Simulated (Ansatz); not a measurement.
**LiH under changes of volume**

One of the cells (8.449 Å³/atom); the others are scaled copies at fixed shape and fractional positions:

```
Li H
1.0
     0.00000    2.03675    2.03675
     2.03675    0.00000    2.03675
     2.03675    2.03675    0.00000
Li H
1 1
Cartesian
  0.0000 0.0000 0.0000
  2.0368 2.0368 2.0368
```

- Program: Ansatz 0.2.0
- Functional: wPBEh
- Potentials or basis: Ansatz PAW
- Cutoff: 420 eV (not typed: the program's choice for these potentials)
- k mesh: 6 × 6 × 6
- Occupations: fermi-dirac, width 0.01 eV
- Spin: no spin polarisation

```csv
volume (Å³/atom),energy over the lowest point (meV/atom),pressure (GPa),gap on the mesh (eV)
7.942,0.02,0.4,4.04
8.111,0.00,-0.4,4.05
8.280,0.80,-1.1,4.06
8.449,2.31,-1.8,4.07
8.618,4.50,-2.4,4.07
8.787,?,?,?
8.956,10.60,-3.4,4.09
```

What does the run at 8.787 Å³/atom give?

Energy over the lowest point 7.25 meV/atom; pressure -2.9 GPa; gap on the mesh 4.08 eV.

Worked out: A Birch-Murnaghan fit of order 3 (a polynomial in V^(-2/3)) to the other rows has its minimum at 8.03 Å³/atom with B0 = V·E''(V) = 38 GPa and B' = 3.8. It gives 7.28 meV/atom at 8.787 Å³/atom, against the run's 7.25, and -dE/dV = -2.9 GPa, against -2.9. A straight line through the other rows of the gap, of slope 0.4 eV per unit of ln V (its deformation potential), gives 4.08 eV, against the run's 4.08.

Energies are extrapolated to zero smearing.

Caveats: all runs use coarse meshes; the thresholds are loose for stress.

A mesh can miss the band edges.
